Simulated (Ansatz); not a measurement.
# GaAs (F-43m): comparison of functionals at one structure from a Python script

Aim: a comparison of functionals at one structure, for GaAs (F-43m), run from a script.

Program: the Python package of Ansatz 0.2.0. The levels of theory stand in the script. These are calculated values, not measurements.

## 1. Starting point

Symmetry: F-43m, No. 216, cubic system. The conventional cell has a = 5.654 Å, b = 5.654 Å, c = 5.654 Å, α = 90.00°, β = 90.00°, γ = 90.00°. Around Ga (site symmetry -43m) lie 4 As at 2.45 Å. As (site symmetry -43m) is surrounded by 4 Ga at 2.45 Å.

The script holds or builds the structure itself.

## 2. The code

File gaas.py:

```python
import argparse
import csv
import logging
import sys
import warnings

import ansatz as az

logging.basicConfig(stream=sys.stdout, format="%(name)s: %(message)s")
log = logging.getLogger("ansatz_job")
log.setLevel(logging.INFO)

parser = argparse.ArgumentParser(description="One structure of GaAs under several functionals.")
parser.add_argument("--filling", required=True, help="how the bands are filled")
parser.add_argument("--smearing-width", type=float, required=True, help="smearing width (eV)")
args = parser.parse_args()

warnings.simplefilter("ignore", az.DeckWarning)

cell = (
    az.Lattice.of((0.0, 2.82685, 2.82685), (2.82685, 0.0, 2.82685), (2.82685, 2.82685, 0.0))
    .atom("Ga", (0.0, 0.0, 0.0))
    .atom("As", (0.25, 0.25, 0.25))
)

model = (
    cell.calculation()
    .pseudopotentials("paw")
    .kpoints(6)
    .occupations(args.filling, width=args.smearing_width)
    .stress()
)

rows = []
for value in ["rpbe", "pbe", "pbesol", "r2scan"]:
    data = model.functional(value).run(threads=1).report
    rows.append((value, data["free_energy_ev"] / len(data["lattice"]["sites"]), data["n_iterations"], sum(data["stress_gpa"][i][i] for i in range(3)) / 3, data["n_kpoints"]))

with open("xc.csv", "w", newline="") as handle:
    writer = csv.writer(handle)
    writer.writerow(["functional", "F/atom (eV)", "iterations", "P (GPa)", "k-points"])
    writer.writerows([round(v, 5) if isinstance(v, float) else v for v in row] for row in rows)
print(open("xc.csv").read())
```

## 3. The calls as engine input

The engine receives this input (first run):

```yaml
crystal:
  lattice:
    - [0.0, 2.82685, 2.82685]
    - [2.82685, 0.0, 2.82685]
    - [2.82685, 2.82685, 0.0]
  atoms:
    - { symbol: Ga, position: [0.0, 0.0, 0.0] }
    - { symbol: As, position: [0.25, 0.25, 0.25] }
kpoints:
  mp_grid:
    grid: [6, 6, 6]
hamiltonian:
  xc: rpbe
  pseudopotentials:
    kind: paw
scf:
  occupations:
    method: fermi_dirac
    width: 0.05
output:
  stress: true
```

## 4. Running it

The run is started by

```sh
$ python gaas.py --filling Fermi-Dirac --smearing-width 0.05
```

Output:

```text
functional,F/atom (eV),iterations,P (GPa),k-points
rpbe,-4325.62455,6,5.23733,16
pbe,-4319.90701,6,3.26316,16
pbesol,-4278.41676,6,0.17568,16
r2scan,-4327.8685,7,0.49578,16
```

Wall time 4.4 s (1 thread of Intel Xeon 6975P-C (Granite Rapids), shared host); peak memory 0.51 GiB.

## 5. What changed from run to run

The engine's inputs for the other runs:

Run 2, against run 1:

```diff
@@ -13 +13 @@
-  xc: rpbe
+  xc: pbe
```

Run 3, against run 1:

```diff
@@ -13 +13 @@
-  xc: rpbe
+  xc: pbesol
```

Run 4, against run 1:

```diff
@@ -13 +13 @@
-  xc: rpbe
+  xc: r2scan
```

## 6. The runs side by side

From the records of these 4 runs:

| run | functional | energy (eV/atom) | pressure (GPa) | SCF cycles | CPU time (s) |
| --- | --- | --- | --- | --- | --- |
| 1 | rpbe | -4325.6246 | 5.24 | 6 | 0.72 |
| 2 | pbe | -4319.9070 | 3.26 | 6 | 0.64 |
| 3 | pbesol | -4278.4168 | 0.18 | 6 | 0.68 |
| 4 | r2scan | -4327.8685 | 0.50 | 7 | 1.6 |

Energies are free energies F = E - TS of the smeared occupations. Totals hang on method, basis and potentials, so only like runs compare.

## 7. Summary of results

```
             quantity                           value
        runs compared                               4
pressure at this cell  0.2 (pbesol) to 5.2 GPa (rpbe)
```

**Reading.** From lowest to highest: PBEsol (0.2 GPa), r2SCAN (0.5 GPa), PBE (3.3 GPa) and RPBE (5.2 GPa). At a fixed cell a lower pressure usually means a smaller equilibrium volume, so PBEsol prefers the smallest cell and RPBE the largest. Pressure is positive in compression. Total energies of different functionals can't be compared; pressures, moments and gaps at this one structure can.
